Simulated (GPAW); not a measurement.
# GaSb (F-43m) in GPAW: a series of runs

Aim: see how the results for GaSb move with the level of theory and the settings. Levels: LDA, PBE. Tasks: single point.

Program: GPAW 26.7.0. These are calculated values, not measurements. Logs are shortened: lines on timing, memory, paths and dates and some standing lists are left out, and cuts for length are marked. The log counts tension as positive stress, the text compression.

**Experimental background.**

A printed reference work, data compilation reports, for a bulk crystal of GaSb at 4.2 K: band gap 0.811 eV (direct).

How close the calculation comes is told below.

### Step 1. The structure

It takes space group F-43m (No. 216, cubic). The conventional cell has a = 6.118 Å, b = 6.118 Å, c = 6.118 Å, α = 90.00°, β = 90.00°, γ = 90.00°. Sb (site symmetry -43m) is surrounded by 4 Ga at 2.65 Å. Around Ga (site symmetry -43m) lie 4 Sb at 2.65 Å.

### Step 2. Single point, LDA (volume scaled by 1.04)

File run.py:

```python
from ase import Atoms
from ase.dft.bandgap import bandgap
from ase.io import write
from ase.units import GPa
from gpaw import GPAW, PW

atoms = Atoms(['Sb', 'Ga'],
              cell=[[0.0, 3.0992546163, 3.0992546163],
                    [3.0992546163, 0.0, 3.0992546163],
                    [3.0992546163, 3.0992546163, 0.0]],
              scaled_positions=[[0.75, 0.75, 0.75],
                                [0.0, 0.0, 0.0]],
              pbc=True)

calc = GPAW(mode=PW(450),
            xc='LDA',
            kpts={'size': (6, 6, 6), 'gamma': True},
            occupations={'name': 'fermi-dirac', 'width': 0.01},
            nbands=18,
            convergence={'density': 1e-05, 'energy': 1e-05},
            maxiter=150,
            txt='gpaw.txt')
atoms.calc = calc
energy = atoms.get_potential_energy()
forces = atoms.get_forces()
stress = atoms.get_stress()
calc.write('gs.gpw')
write('result.traj', atoms)
print(f'Energy: {energy:.6f} eV')
print('Forces (eV/A):')
print(forces.round(4))
print('Stress (GPa):', (stress / GPa).round(3))
print('Fermi level:', round(calc.get_fermi_level(), 4), 'eV')
print(f'Gap: {bandgap(calc)[0]:.4f} eV, direct: {bandgap(calc, direct=True)[0]:.4f} eV')
```

Potentials or basis: the program's PAW data sets (release 1.2.1) made for this functional, pw.

On the command line:

```
> OMP_NUM_THREADS=1 python run.py
```

gpaw.txt:

```text
__  _  _
 | _ |_)|_||  |
 |__||  | ||/\| - 26.7.0

Input parameters:
  mode=PW(ecut=450.00000000000006),
  convergence={'density': 1e-05, 'energy': 1e-05},
  kpts=MonkhorstPack(size=(6, 6, 6), gamma=True),
  maxiter=150,
  nbands=18,
  occupations=Occupations(name='fermi-dirac', width=0.01),
  xc=XC(name='LDA')

Diagonalizing LCAO Hamiltonian
Converting LCAO to pw mode

                     Sb

       Ga

Atoms  # Å, Bohr magnetons
|   | symbol |        x |        y |        z |    initial magnetic moments |
|---|--------|----------|----------|----------|-----------------------------|
| 0 |     Sb | 4.648882 | 4.648882 | 4.648882 | ( 0.0000,  0.0000,  0.0000) |
| 1 |     Ga | 0.000000 | 0.000000 | 0.000000 | ( 0.0000,  0.0000,  0.0000) |

Unit cell  # Å
| periodic |        x |        y |        z |  lengths |    angles |
|----------|----------|----------|----------|----------|-----------|
|      yes | 0.000000 | 3.099255 | 3.099255 | 4.383008 | 60.000000 |
|      yes | 3.099255 | 0.000000 | 3.099255 | 4.383008 | 60.000000 |
|      yes | 3.099255 | 3.099255 | 0.000000 | 4.383008 | 60.000000 |

Number of symmetries: 24
Symmetry operations  # r_c * U_cc + t_c -> r_c
|    | kind |            matrix            |
|----|------|------------------------------|
|  0 |  E   |  1, 0, 0,  0, 1, 0,  0, 0, 1 |
|  1 |  σ   |  1, 0, 0,  0, 0, 1,  0, 1, 0 |
|  2 |  σ   |  1, 0,-1,  0, 1,-1,  0, 0,-1 |
|  3 |  C3  |  1, 0,-1,  0, 0,-1,  0, 1,-1 |
|  4 |  C3  |  1,-1, 0,  0,-1, 1,  0,-1, 0 |
|  5 |  σ   |  1,-1, 0,  0,-1, 0,  0,-1, 1 |
|  6 |  σ   |  0, 1, 0,  1, 0, 0,  0, 0, 1 |
|  7 |  C3  |  0, 1, 0,  0, 0, 1,  1, 0, 0 |
|  8 |  C2  |  0, 1,-1,  1, 0,-1,  0, 0,-1 |
|  9 |  S4  |  0, 1,-1,  0, 0,-1,  1, 0,-1 |
| 10 |  C3  |  0, 0, 1,  1, 0, 0,  0, 1, 0 |
| 11 |  σ   |  0, 0, 1,  0, 1, 0,  1, 0, 0 |
| 12 |  S4  |  0, 0,-1,  1, 0,-1,  0, 1,-1 |
| 13 |  C3  |  0, 0,-1,  0, 1,-1,  1, 0,-1 |
| 14 |  S4  |  0,-1, 1,  1,-1, 0,  0,-1, 0 |
| 15 |  C2  |  0,-1, 1,  0,-1, 0,  1,-1, 0 |
| 16 |  C3  |  0,-1, 0,  1,-1, 0,  0,-1, 1 |
| 17 |  S4  |  0,-1, 0,  0,-1, 1,  1,-1, 0 |
| 18 |  S4  | -1, 1, 0, -1, 0, 1, -1, 0, 0 |
| 19 |  C3  | -1, 1, 0, -1, 0, 0, -1, 0, 1 |
| 20 |  C3  | -1, 0, 1, -1, 1, 0, -1, 0, 0 |
| 21 |  S4  | -1, 0, 1, -1, 0, 0, -1, 1, 0 |
| 22 |  σ   | -1, 0, 0, -1, 1, 0, -1, 0, 1 |
| 23 |  C2  | -1, 0, 0, -1, 0, 1, -1, 1, 0 |

BZ-sampling:
  Number of BZ points: 216
  Number of IBZ points: 16

  Monkhorst-Pack size: [6, 6, 6]
  Monkhorst-Pack shift: [0.08333333333333333, 0.08333333333333333, 0.08333333333333333]

K-points  # in reciprocal-cell coordinates
|     |                                coordinates |     weight |
|-----|--------------------------------------------|------------|
|   0 | (  0.00000000,   0.00000000,   0.00000000) | 0.00462963 |
|   1 | (  0.16666667,   0.16666667,   0.00000000) | 0.02777778 |
|   2 | (  0.16666667,   0.16666667,   0.16666667) | 0.03703704 |
|   3 | (  0.33333333,   0.16666667,   0.16666667) | 0.05555556 |
|   4 | (  0.33333333,   0.33333333,  -0.33333333) | 0.05555556 |
|   5 | (  0.33333333,   0.33333333,   0.00000000) | 0.02777778 |
|   6 | (  0.33333333,   0.33333333,   0.16666667) | 0.11111111 |
|   7 | (  0.33333333,   0.33333333,   0.33333333) | 0.03703704 |
|   8 | (  0.50000000,   0.33333333,  -0.33333333) | 0.11111111 |
|   9 | (  0.50000000,   0.33333333,  -0.16666667) | 0.05555556 |
| ... |                                            |            |
|  15 | (  0.50000000,   0.50000000,   0.50000000) | 0.01851852 |

Plane wave coefficients: 1308
Cutoff: 450.00000000000006 eV

Spin-components: 1 (collinear spins)
Bands:           18
Projectors:      11
Spin-degeneracy: 2
Datatype:        complex128

Density:
  Valence electrons: 18.0
  Components: 1
  Grid points: [24 24 24]
  Charge: 0.0  # |e|

Potential:
  Grid points: [24 24 24]

species:
  Sb:
    name:    Antimony
    Z:       51.0
    valence: 15
    core:    36
    charge:  0.0  # [|e|]
    compensation charges:
      type: gauss
      rc: 0.36  # [Å]
      lmax: 2
    cutoffs:
      filter: 2.23  # [Å]
      core: 2.23  # [Å]
    projectors
    | kind |    occ | energy [eV] | rcut [Å] |
    |------|--------|-------------|----------|
    |   5s |  2.000 |     -13.069 |    1.154 |
    |   5p |  3.000 |      -4.994 |    1.233 |
    |   4d | 10.000 |     -33.564 |    1.196 |
    |    s |        |      14.142 |    1.154 |
    |    p |        |      22.217 |    1.233 |
    |    d |        |      -6.353 |    1.196 |

    Using partial waves for Sb as LCAO basis

  Ga:
    name:    Gallium
    Z:       31.0
    valence: 3
    core:    28
    charge:  0.0  # [|e|]
    compensation charges:
      type: gauss
      rc: 0.37  # [Å]
      lmax: 2
    cutoffs:
      filter: 2.06  # [Å]
      core: 4.17  # [Å]
    projectors
    | kind |    occ | energy [eV] | rcut [Å] |
    |------|--------|-------------|----------|
    |   4s |  2.000 |      -9.167 |    1.164 |
    |   4p |  1.000 |      -2.734 |    1.164 |
    |    s |        |      18.045 |    1.164 |
    |    p |        |      24.478 |    1.164 |
    |    d |        |       0.000 |    1.164 |

    Using partial waves for Ga as LCAO basis

Reference energy: -228940.492409  # eV

eigensolver:
  PPCG
  Converge bands: occupied
  niter=2

density mixing:
  MSR1-Mixer
  Pratt-step length: 0.05
  Maximum mixing coefficient: 0.75
  Old densities: 10
  SVD Regularization: 0.005
  Good broyden scale: 1.0
  Trust region scale: 1.0
  Backstep threshold: 4.0
  History deletion threshold: 6.0
  Fourier metric: weight=20.0, sigma=0.015

occupation numbers:
  Fermi-Dirac:
    width: 0.0100  # eV

poisson solver:
  ecut: 3600.0000000000005  # eV

xc functional:
  name: None

convergence criteria:
[... 6 lines left out ...]
|iter     | |      energy | eigst |  dens |
|---------|-|-------------|-------|-------|
|iter:   1| |   -8.932931 | +0.04 |       |
|iter:   2| |   -8.929747 | -2.14 | -1.29 |
|iter:   3| |   -8.869929 | -2.65 | -1.32 |
|iter:   4| |   -8.867510 | -3.35 | -1.88 |
|iter:   5| |   -8.867669 | -4.50 | -2.64 |
|iter:   6| |   -8.867714 | -5.27 | -3.05 |
|iter:   7| |   -8.867714c| -6.97 | -4.26 |
|iter:   8| |   -8.867715c| -8.05c| -4.75 |
|iter:   9| |   -8.867715c| -8.48c| -5.32c|

Converged in 9 steps
Energy contributions relative to reference atoms: (reference = -228940.492409)

Energy contributions:
  Kinetic:           7.419677
  Coulomb:          -6.866745
  Zero:              0.220975
  External:          0.000000
  Xc:               -9.641533
  Entropy:          -0.000177
  Spinorbit:         0.000000
  ----------------------------
  Free energy:      -8.867803
  Extrapolated:     -8.867715

dipole moment: (-11.415102, -11.415102, -11.415102)  # |e|*Ang

Fermi level: 4.185
Eigenvalues  # (at kpt = [0.000, 0.000, 0.000])
| band index |      eig [eV] | occ [0-2] |
|------------|---------------|-----------|
|          0 |       -24.391 |     2.000 |
|        ... |               |           |
|          2 |       -24.391 |     2.000 |
|          3 |       -24.375 |     2.000 |
|          4 |       -24.375 |     2.000 |
|          5 |        -7.065 |     2.000 |
|          6 |         3.780 |     2.000 |
|          7 |         4.178 |     1.333 |
[... 8 lines left out ...]
|         16 |        13.604 |     0.000 |
|         17 |        13.604 |     0.000 |

No gap
No difference between direct/indirect transitions

Forces  # eV/Ang
|        x |       y |        z |
|----------|---------|----------|
| -0.00000 | 0.00000 | -0.00000 |  # Sb   0
|  0.00000 | 0.00000 | -0.00000 |  # Ga   1

Stress tensor  # eV/Ang^3
|        x |        y |        z |
|----------|----------|----------|
| 0.026684 | 0.000000 | 0.000000 |
| 0.000000 | 0.026684 | 0.000000 |
| 0.000000 | 0.000000 | 0.026684 |

# Writing to gs.gpw (mode='')
```

Wall time 7.5 s (1 thread of Arm Neoverse V2, shared host); peak memory 0.14 GiB.

Results:

```
Free energy            : -8.8678 eV
Pressure               : -4.3 GPa
Band gap on the k mesh : none (metal or under the smearing width)
```

Levels at points of the mesh, in eV from the Fermi level:
| k point | band 7 | band 8 | band 9 | band 10 | band 11 | band 12 |
| --- | --- | --- | --- | --- | --- | --- |
| (0.00, 0.00, 0.00) | -0.40 | -0.01 | -0.01 | -0.01 | 2.80 | 2.80 |
| (0.50, 0.50, 0.00) | -6.65 | -2.43 | -2.43 | 0.89 | 1.24 | 8.39 |
| (0.50, 0.50, 0.50) | -6.20 | -1.09 | -1.09 | 0.23 | 3.76 | 3.76 |

Caveat: the cutoff is short for stress and forces, so pressures can be off by a GPa or more.

### Step 3. Single point, PBE

Changes to run.py since step 2:

```diff
@@ -1,4 +1,3 @@
-from ase import Atoms
 from ase.dft.bandgap import bandgap
-from ase.io import write
+from ase.io import read, write
 from ase.units import GPa
@@ -6,12 +5,6 @@
 
-atoms = Atoms(['Sb', 'Ga'],
-              cell=[[0.0, 3.0992546163, 3.0992546163],
-                    [3.0992546163, 0.0, 3.0992546163],
-                    [3.0992546163, 3.0992546163, 0.0]],
-              scaled_positions=[[0.75, 0.75, 0.75],
-                                [0.0, 0.0, 0.0]],
-              pbc=True)
+atoms = read('POSCAR')
 
-calc = GPAW(mode=PW(450),
-            xc='LDA',
+calc = GPAW(mode=PW(500),
+            xc='PBE',
             kpts={'size': (6, 6, 6), 'gamma': True},
```

File POSCAR:

```
GaSb
1.0
    0.0000000000      3.0590000000      3.0590000000
    3.0590000000      0.0000000000      3.0590000000
    3.0590000000      3.0590000000      0.0000000000
Sb Ga
1 1
Direct
    0.7500000000      0.7500000000      0.7500000000
    0.0000000000      0.0000000000      0.0000000000
```

Potentials or basis: GPAW PAW data sets (gpaw-data 1.2.1), pw.

On the command line:

```
> OMP_NUM_THREADS=1 python run.py
```

Wall time 9.8 s (1 thread of Arm Neoverse V1, shared host); peak memory 0.15 GiB.

It converged, with:

```yaml
Free_energy: -7.6107 eV
Pressure: 2.0 GPa
Band_gap_on_the_k_mesh: 0.09 eV, direct
```

Levels at points of the mesh, in eV from the valence-band top:
| k point | band 6 | band 7 | band 8 | band 9 | band 10 | band 11 | band 12 | band 13 |
| --- | --- | --- | --- | --- | --- | --- | --- | --- |
| (0.00, 0.00, 0.00) | -11.44 | 0.00 | 0.00 | 0.00 | 0.09 | 2.81 | 2.81 | 2.81 |
| (0.50, 0.50, 0.00) | -9.06 | -6.77 | -2.56 | -2.56 | 0.93 | 1.27 | 8.75 | 8.75 |
| (0.50, 0.50, 0.50) | -9.87 | -6.33 | -1.15 | -1.15 | 0.44 | 3.78 | 3.78 | 6.51 |

Caveat: the cutoff is short for stress and forces, so pressures can be off by a GPa or more; spin-orbit coupling is left out, which moves the levels of the heavy elements.

### Step 4. The reference run

An earlier run on the cell as given: functional PBE; potentials or basis GPAW PAW data sets (gpaw-data 1.2.1); cutoff 600 eV; basis pw; k mesh 8 × 8 × 8; occupations fermi-dirac, width 0.05 eV; no spin polarisation.

* Pressure: 2.3 GPa
* Band gap on the k mesh: 0.09 eV, direct

### Step 5. Summary

```tsv
level	potentials or basis	cell	k mesh	cutoff (eV)	smearing	gap on the mesh (eV)	pressure (GPa)
LDA	the program's PAW data sets (release 1.2.1) made for this functional, pw	volume scaled by 1.04	6 × 6 × 6	450	fermi-dirac 0.01 eV	none	-4.3
PBE	GPAW PAW data sets (gpaw-data 1.2.1), pw	as given	6 × 6 × 6	500	fermi-dirac 0.01 eV	0.09	2.0
PBE	GPAW PAW data sets (gpaw-data 1.2.1), pw	as given	8 × 8 × 8	600	fermi-dirac 0.05 eV	0.09	2.3
```

Alike in all rows: task single point; no spin polarisation.

Caveats: the cutoff is short for stress and forces, so pressures can be off by a GPa or more (some runs); spin-orbit coupling is left out, which moves the levels of the heavy elements (some runs).

Total energies depend on the potentials used, so only differences within one code and one set of settings carry meaning.

### Step 6. How close it comes

Step 3. Measured gap of GaSb: 0.811 eV (direct; 4.2 K; a printed reference work, data compilation). This calculation gives 0.09 eV (-0.72 eV). Spin-orbit coupling on Ga, Sb is left out. The value is that of PBE on a finite k mesh, which can miss the band edges, without temperature or zero-point motion. Semilocal functionals fall short of measured gaps as a rule.
